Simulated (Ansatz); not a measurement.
## Ga under changes of volume

One of the cells (18.543 Å³/atom); the others are scaled copies at fixed shape and fractional positions:

```
CELL_PARAMETERS angstrom
1.38300 -4.02650 0.00000
1.38300 4.02650 0.00000
-0.11745 0.00000 3.32993
ATOMIC_POSITIONS crystal
Ga 0.13100 0.86900 0.75000
Ga 0.86900 0.13100 0.25000
```

This isn't the form of Ga at room conditions, which is orthorhombic.

| Quantity | Value |
| --- | --- |
| Program | Ansatz 0.2.0 |
| Functional | r2SCAN |
| Potentials or basis | Ansatz PAW |
| Cutoff | 500 eV (not typed: the program's choice for these potentials) |
| k mesh | 10 × 10 × 8 |
| Occupations | fermi-dirac, width 0.05 eV |
| Spin | no spin polarisation |

```tsv
volume (Å³/atom)	energy over the lowest point (meV/atom)	pressure (GPa)	largest force (eV/Å)
17.431	5.31	2.7	0.239
17.801	0.98	1.1	0.231
18.172	0.00	-0.2	0.224
18.543	2.00	-1.4	0.217
18.914	6.62	-2.5	0.209
19.285	?	?	?
19.656	22.44	-4.2	0.193
```

**Question.** What does the run at 19.285 Å³/atom give?

**Answer.** Energy over the lowest point 13.53 meV/atom; pressure -3.4 GPa; largest force 0.202 eV/Å.

Worked out: A Birch-Murnaghan fit of order 3 (a polynomial in V^(-2/3)) to the other rows has its minimum at 18.10 Å³/atom with B0 = V·E''(V) = 64 GPa and B' = 5.3 at fixed shape and positions, which overstates the stiffness. It gives 13.52 meV/atom at 19.285 Å³/atom, against the run's 13.53, and -dE/dV = -3.4 GPa, against -3.4.

Energies are extrapolated to zero smearing.

Caveats: the PAW data sets come from PBE, with cores solved anew for the run's functional, which leaves a small shift of forces and pressure.
